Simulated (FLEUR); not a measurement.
## Does 1 ML Co on Mo(110), 4 substrate layers carry moments in FLEUR?

Wanted: the moments of 1 ML Co on Mo(110), 4 substrate layers and the energy gained by spin polarisation.

Main program and level: FLEUR MaX-R8.1; PBEsol; all-electron FLAPW film, Dirac cores, scalar-relativistic bands.

Most raw output is cut from this account.

## Step 1: The structure

The cell holds 5 atoms: 4 Mo and 1 Co. Its edges and angles: a = 2.725 Å, b = 2.725 Å, c = 22.761 Å, α = 90.0°, β = 90.0°, γ = 109.5°. Pseudomorphic film on a typed substrate lattice, hard-sphere layer spacings, unrelaxed. Vacuum lies along c.

Structure file:

```xyz
5
Lattice="1.5734 -2.2251 0.0000 1.5734 2.2251 0.0000 0.0000 0.0000 22.7611" Properties=species:S:1:pos:R:3
Mo    0.0000    0.0000    7.0000
Mo    1.5734    0.0000    9.2252
Mo    0.0000    0.0000   11.4503
Mo    1.5734    0.0000   13.6754
Co    0.0000    0.0000   15.7611
```

## Step 2: Start 1: ferro +

The parallel start is the test of whether parallel moments hold.

inpgen writes inp.xml from crystal.txt; cutoffs, mixing, functional, smearing and local orbitals are then set in the file. The k list default-1 (kpts.xml, not shown) is a Γ-centred 10×10×1 mesh; where the ranks do not divide the number of points, some are split in two of half the weight.

Input file inp.xml:

```
<?xml version="1.0" encoding="UTF-8" standalone="no"?>
<fleurInput fleurInputVersion="0.39">
   <comment>
      CoMo4
   </comment>
   <calculationSetup>
      <cutoffs Kmax="3.6" Gmax="12.6" GmaxXC="12.6" numbands="0"/>
      <scfLoop itmax="120" minDistance="0.00002" maxIterBroyd="15" imix="Anderson" alpha="0.03" precondParam="0.0" spinf="2.0" sdNocoIR="T"/>
      <coreElectrons ctail="T" frcor="F" kcrel="0" coretail_lmax="0"/>
      <xcFunctional name="PBEs" relativisticCorrections="F"/>
      <magnetism jspins="2"/>
      <soc l_soc="F" theta="0.0" phi="0.0" spav="F"/>
      <expertModes spex="0" secvar="F"/>
      <geometryOptimization l_f="F" forcealpha="1.0" forcemix="BFGS" epsdisp="0.00001" epsforce="0.00001"/>
      <ldaU l_linMix="F" mixParam="0.05" spinf="1.0"/>
   </calculationSetup>
   <cell>
      <bzIntegration valenceElectrons="73.0" mode="hist" fermiSmearingEnergy="0.00183747">
         <kPointListSelection listName="default-1"/>
         <xi:include xmlns:xi="http://www.w3.org/2001/XInclude" href="kpts.xml"> </xi:include>
      </bzIntegration>
      <xi:include xmlns:xi="http://www.w3.org/2001/XInclude" href="sym.xml"> </xi:include>
      <filmLattice scale="1.0" dVac="22.06" dTilda="24.56">
         <bravaisMatrixFilm>
            <row-1>    2.9733234303375089    -4.2049146375230668</row-1>
            <row-2>    2.9733234303375089     4.2049146375230668</row-2>
         </bravaisMatrixFilm>
         <vacuumEnergyParameters vacuum="1" spinUp="-.25" spinDown="-.25"/>
         <vacuumEnergyParameters vacuum="2" spinUp="-.25" spinDown="-.25"/>
      </filmLattice>
   </cell>
   <atomSpecies>
      <species name="Molybdenum (Mo)" element="Mo" atomicNumber="42">
         <mtSphere radius="2.35" gridPoints="777" logIncrement="0.016"/>
         <atomicCutoffs lmax="8" lnonsphr="6"/>
         <electronConfig flipSpins="F">
            <coreConfig>(1s1/2) (2s1/2) (2p1/2) (2p3/2) (3s1/2) (3p1/2) (3p3/2) (3d3/2) (3d5/2)</coreConfig>
            <valenceConfig>(4s1/2) (4p1/2) (4p3/2) (5s1/2) (4d3/2) (4d5/2)</valenceConfig>
            <stateOccupation state="(5s1/2)" spinUp="0.500000" spinDown="0.500000"/>
            <stateOccupation state="(4d3/2)" spinUp="1.000000" spinDown="1.000000"/>
            <stateOccupation state="(4d5/2)" spinUp="1.500000" spinDown="1.500000"/>
         </electronConfig>
         <energyParameters s="5" p="5" d="4" f="4"/>
         <lo type="SCLO" l="0" n="4" eDeriv="0"/>
         <lo type="SCLO" l="1" n="4" eDeriv="0"/>
      </species>
      <species name="Cobalt (Co2.000" element="Co" atomicNumber="27">
         <mtSphere radius="2.35" gridPoints="777" logIncrement="0.016"/>
         <atomicCutoffs lmax="8" lnonsphr="6"/>
         <electronConfig flipSpins="F">
            <coreConfig>(1s1/2) (2s1/2) (2p1/2) (2p3/2)</coreConfig>
            <valenceConfig>(3s1/2) (3p1/2) (3p3/2) (4s1/2) (3d3/2) (3d5/2)</valenceConfig>
            <stateOccupation state="(3d3/2)" spinUp="1.5" spinDown="1.3"/>
            <stateOccupation state="(3d5/2)" spinUp="3.0" spinDown="1.2"/>
         </electronConfig>
         <energyParameters s="4" p="4" d="3" f="4"/>
         <lo type="SCLO" l="0" n="3" eDeriv="0"/>
         <lo type="SCLO" l="1" n="3" eDeriv="0"/>
      </species>
   </atomSpecies>
   <atomGroups>
      <atomGroup species="Molybdenum (Mo)">
         <filmPos label="                   1">.0000000000 .0000000000 -8.2780623432</filmPos>
         <force calculate="T" relaxXYZ="TTT"/>
      </atomGroup>
      <atomGroup species="Molybdenum (Mo)">
         <filmPos label="                   2">1.000/2.000 1.000/2.000 -4.0731363192</filmPos>
         <force calculate="T" relaxXYZ="TTT"/>
      </atomGroup>
      <atomGroup species="Molybdenum (Mo)">
         <filmPos label="                   3">.0000000000 .0000000000 .1317466926</filmPos>
         <force calculate="T" relaxXYZ="TTT"/>
      </atomGroup>
      <atomGroup species="Molybdenum (Mo)">
         <filmPos label="                   4">1.000/2.000 1.000/2.000 4.3366727166</filmPos>
         <force calculate="T" relaxXYZ="TTT"/>
      </atomGroup>
      <atomGroup species="Cobalt (Co2.000">
         <filmPos label="                   5">.0000000000 .0000000000 8.2780623432</filmPos>
         <force calculate="T" relaxXYZ="TTT"/>
      </atomGroup>
   </atomGroups>
   <output dos="F" band="F" slice="F">
      <bandDOS minEnergy="-.5*Htr" maxEnergy="0.5*Htr" sigma="0.015" storeEVData="T"/>
      <plotting iplot="0" polar="F">
         <plot TwoD="T" vec1="  1.0  0.0  0.0" vec2="  0.0  1.0  0.0" vec3="  0.0  0.0  1.0" zero="  0.0  0.0 -0.5" file="plot"/>
      </plotting>
      <moessbauerParams electricFieldGradient="F" isomerShift="F" coreHyperfine="F" valenceHyperfine="F"/>
   </output>
</fleurInput>
```

Input file crystal.txt:

```
CoMo4
&input film=T cartesian=F /
1.57341500000  -2.22514500000  0.00000000000
1.57341500000  2.22514500000  0.00000000000
0.00000000000  0.00000000000  1.00000000000
1.8897261246
1.0 1.0 1.0

5
42 0.00000000000  0.00000000000  -8.27806234320
42 0.50000000000  0.50000000000  -4.07313631917
42 0.00000000000  0.00000000000  0.13174669256
42 0.50000000000  0.50000000000  4.33667271660
27 0.00000000000  0.00000000000  8.27806234320 : 2.000

&kpt div1=10 div2=10 div3=1 gamma=T /
```

Run with:

```console
$ OMP_NUM_THREADS=1 inpgen -f crystal.txt > inpgen.log  # inp.xml is then edited as shown
$ OMP_NUM_THREADS=1 mpirun -n 4 fleur_MPI > fleur.log
```

Run time: 6.8 min. Hardware: 4 MPI ranks of Arm Neoverse V1, shared host; peak memory 0.49 GiB; 27 min of CPU time.

Spin moment in the muffin-tin sphere by atom:

```
atom  spin moment in the muffin-tin sphere (μB)
 Mo1                                      -0.03
 Mo2                                      -0.01
 Mo3                                      -0.03
 Mo4                                       0.03
 Co5                                       1.72
```

Numbers from this step:

* free energy: -478427.6583 eV
* program's band gap on this mesh (in a metal only a level spacing): 8.41e-4 eV
* magnetization: 1.593 μB
* final state: ferromagnetic

After 71 cycles the largest moment stands at 1.72 μB.

## Step 3: Order 2, typed as no spin polarisation

A spinless run gives the zero against which the gain from the moments is read.

Edit inp.xml of step 2 so:

```diff
@@ -10,3 +10,3 @@
       <xcFunctional name="PBEs" relativisticCorrections="F"/>
-      <magnetism jspins="2"/>
+      <magnetism jspins="1"/>
       <soc l_soc="F" theta="0.0" phi="0.0" spav="F"/>
@@ -46,3 +46,3 @@
       </species>
-      <species name="Cobalt (Co2.000" element="Co" atomicNumber="27">
+      <species name="Cobalt (Co)" element="Co" atomicNumber="27">
          <mtSphere radius="2.35" gridPoints="777" logIncrement="0.016"/>
@@ -52,4 +52,4 @@
             <valenceConfig>(3s1/2) (3p1/2) (3p3/2) (4s1/2) (3d3/2) (3d5/2)</valenceConfig>
-            <stateOccupation state="(3d3/2)" spinUp="1.5" spinDown="1.3"/>
-            <stateOccupation state="(3d5/2)" spinUp="3.0" spinDown="1.2"/>
+            <stateOccupation state="(3d3/2)" spinUp="1.400000" spinDown="1.400000"/>
+            <stateOccupation state="(3d5/2)" spinUp="2.100000" spinDown="2.100000"/>
          </electronConfig>
@@ -77,3 +77,3 @@
       </atomGroup>
-      <atomGroup species="Cobalt (Co2.000">
+      <atomGroup species="Cobalt (Co)">
          <filmPos label="                   5">.0000000000 .0000000000 8.2780623432</filmPos>
```

Edit crystal.txt of step 2 so:

```diff
@@ -13,3 +13,3 @@
 42 0.50000000000  0.50000000000  4.33667271660
-27 0.00000000000  0.00000000000  8.27806234320 : 2.000
+27 0.00000000000  0.00000000000  8.27806234320
```

Wall time 3.2 min (4 MPI ranks); peak memory 0.36 GiB; 13 min of CPU time.

This step gave:

```yaml
free_energy: -478427.4512 eV
program_s_band_gap_on_this_mesh_in_a_metal_only_a_level_spacing: 0.007563 eV
final_state: non-magnetic (no spin polarisation)
```

It lies 207 meV a seeded atom over the first start.

## Step 4: An attempt with other settings

A slip in the input shows what the program catches and what it lets pass.

Edit inp.xml of step 2 so:

```diff
@@ -7,3 +7,3 @@
       <cutoffs Kmax="3.6" Gmax="12.6" GmaxXC="12.6" numbands="0"/>
-      <scfLoop itmax="120" minDistance="0.00002" maxIterBroyd="15" imix="Anderson" alpha="0.03" precondParam="0.0" spinf="2.0" sdNocoIR="T"/>
+      <scfLoop itmax="100" minDistance="0.00002" maxIterBroyd="15" imix="Anderson" alpha="small" precondParam="0.0" spinf="2.0" sdNocoIR="T"/>
       <coreElectrons ctail="T" frcor="F" kcrel="0" coretail_lmax="0"/>
```

crystal.txt is that of step 2.

Wall time 2.5 s (4 MPI ranks); peak memory 0.1 GiB.

The program refused the input before any cycle.

The program's message: “Error in expression:Unknown character string found: small”

The fault in the input: a word for a number.

The field takes a number or an expression of known constants, and this word is neither.

## Step 5: The states side by side

Free energies are divided by the number of seeded atoms.

Orders:

```
               start    final state  typed order kept  energy over the lowest (meV a seeded atom)  largest sphere moment (μB)  net moment (μB a primitive cell)  mesh matched  CPU time (s)
             ferro +  ferromagnetic               yes                                           0                       1.721                             1.593           yes          1624
no spin polarisation   non-magnetic                 -                                       207.1                           0                                 0           yes         761.4
```

## Step 6: Results

```yaml
lower_run: with moments
largest_site_spin_moment: 1.72 μB
energy_gained_by_spin_polarisation: 207 meV a seeded atom
```

What this shows: The crystal holds moments, up to 1.72 μB, and the spinless run lies 207 meV a seeded atom higher. No antiferromagnetic order was tried, so the session says nothing on how the moments order. A substrate of 4 unrelaxed layers is a model; thickness and relaxation can move these numbers.

[Logs and program files are shortened in this print: banners, set-up blocks, solver, clock and traceback lines can be left out without a mark of their own.]

[Logs are printed without paths, hosts, clocks, repeated set-up lines and the standing remarks that a program may print on its own settings, such as how far it seeks lower states.]

[Hosts, paths, dates, database ids (printed as entryN), source tags and the programs' standing remarks are cut or masked in the printed files.]

[Where a cell is said to come from a database of computed structures, the database is the Materials Project.]
